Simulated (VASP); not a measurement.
A run of VASP 6.6.1 is set up as follows.

File INCAR:

```
SYSTEM = Si
PREC = Accurate
ENCUT = 520
EDIFF = 1E-6
ISMEAR = -1
SIGMA = 0.05
LREAL = .FALSE.
LASPH = .TRUE.
NELM = 80
ALGO = Normal
ISIF = 2
LWAVE = .FALSE.
LCHARG = .FALSE.
GGA = RP
NBANDS = 8
```

KPOINTS

```
Automatic mesh
0
G
  12 12 11
  0 0 0
```

File POSCAR:

```
Si
1.0
    2.6205428149      0.0000000000      0.0000000000
   -1.3102714075      2.2694566494      0.0000000000
    0.0000000000      0.0000000000      2.4663543900
Si
1
Direct
    0.0000000000      0.0000000000      0.0000000000
```

File KPOINTS_OPT:

```
path GMKGALHA,LM,KH
10
line-mode
reciprocal
 0.0000000000  0.0000000000  0.0000000000  G
 0.5000000000  0.0000000000  0.0000000000  M

 0.5000000000  0.0000000000  0.0000000000  M
 0.3333333333  0.3333333333  0.0000000000  K

 0.3333333333  0.3333333333  0.0000000000  K
 0.0000000000  0.0000000000  0.0000000000  G

 0.0000000000  0.0000000000  0.0000000000  G
 0.0000000000  0.0000000000  0.5000000000  A

 0.0000000000  0.0000000000  0.5000000000  A
 0.5000000000  0.0000000000  0.5000000000  L

 0.5000000000  0.0000000000  0.5000000000  L
 0.3333333333  0.3333333333  0.5000000000  H

 0.3333333333  0.3333333333  0.5000000000  H
 0.0000000000  0.0000000000  0.5000000000  A

 0.5000000000  0.0000000000  0.5000000000  L
 0.5000000000  0.0000000000  0.0000000000  M

 0.3333333333  0.3333333333  0.0000000000  K
 0.3333333333  0.3333333333  0.5000000000  H
```

Potentials or basis: VASP PAW PBE potentials, release 64 (Si).

Run with:

```console
$ cat potpaw_PBE.64/Si/POTCAR > POTCAR
$ mpirun -np 1 vasp_std > vasp.out
```

Question: Predict the pressure.

Answer: 4.2 GPa.

Question: What does it give for the band gap along the path?

Answer: None (metal or under the smearing width).

Levels at the corners of the path, in eV from the Fermi level:
```tsv
point	band 1	band 2	band 3	band 4	band 5	band 6	band 7
Γ	-14.11	7.46	8.08	10.48	10.48	12.25	12.25
M	-7.58	-6.80	5.22	6.49	13.01	15.14	17.04
M	-7.58	-6.80	5.22	6.49	13.01	15.14	17.04
K	-5.65	-4.57	-4.57	14.05	15.47	17.29	17.29
K	-5.65	-4.57	-4.57	14.05	15.47	17.29	17.29
Γ	-14.11	7.46	8.08	10.48	10.48	12.25	12.25
Γ	-14.11	7.46	8.08	10.48	10.48	12.25	12.25
A	-9.20	-7.20	14.16	14.16	14.99	14.99	16.52
A	-9.20	-7.20	14.16	14.16	14.99	14.99	16.52
L	-2.92	-2.09	-1.82	1.45	8.93	12.41	12.46
L	-2.92	-2.09	-1.82	1.45	8.93	12.41	12.46
H	-0.99	-0.77	-0.77	1.18	3.79	3.79	22.77
H	-0.99	-0.77	-0.77	1.18	3.79	3.79	22.77
A	-9.20	-7.20	14.16	14.16	14.99	14.99	16.52
L	-2.92	-2.09	-1.82	1.45	8.93	12.41	12.46
M	-7.58	-6.80	5.22	6.49	13.01	15.14	17.04
K	-5.65	-4.57	-4.57	14.05	15.47	17.29	17.29
H	-0.99	-0.77	-0.77	1.18	3.79	3.79	22.77
```

Caveat: the PAW data sets were made with another functional, which shifts forces and pressure a little.
